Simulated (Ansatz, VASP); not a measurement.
**In3Se: VASP beside Ansatz**

```
CELL_PARAMETERS angstrom
4.66842 0.00000 0.00000
0.00000 4.66842 0.00000
0.00000 0.00000 4.66842
ATOMIC_POSITIONS crystal
In 0.00000 0.50000 0.50000
In 0.50000 0.00000 0.50000
In 0.50000 0.50000 0.00000
Se 0.00000 0.00000 0.00000
```

Alike in both runs: functional PBEsol; k mesh 10 × 10 × 10; occupations gaussian, width 0.1 eV; no spin polarisation.

Ansatz relaxed the structure, and its values are those at the end. VASP's run is a single point on that final structure, the one shown.

|  | VASP | Ansatz |
| --- | --- | --- |
| version | VASP 6.6.1 | Ansatz 0.2.0 |
| potentials or method | VASP PAW PBE potentials, release 64 (In_d, Se) | scalar-relativistic, plane waves, PAW |
| plane-wave cutoff (eV) | 520 | 420 |
| valence electrons in the cell | 45 | 55 |

```tsv
	VASP	Ansatz	Ansatz less VASP
gap on the k mesh at the Fermi level (eV)	none	none	-
pressure (GPa)	0.0	0.0	+0.02
```

A gap of «none» marks a metal or a gap that the smearing closes. The functional is the same, so the differences come from potentials, cutoffs and numerics. The two sets of potentials don't hold the same shells in valence.

Caveats: the PAW data sets were made with another functional, which shifts forces and pressure a little (VASP).
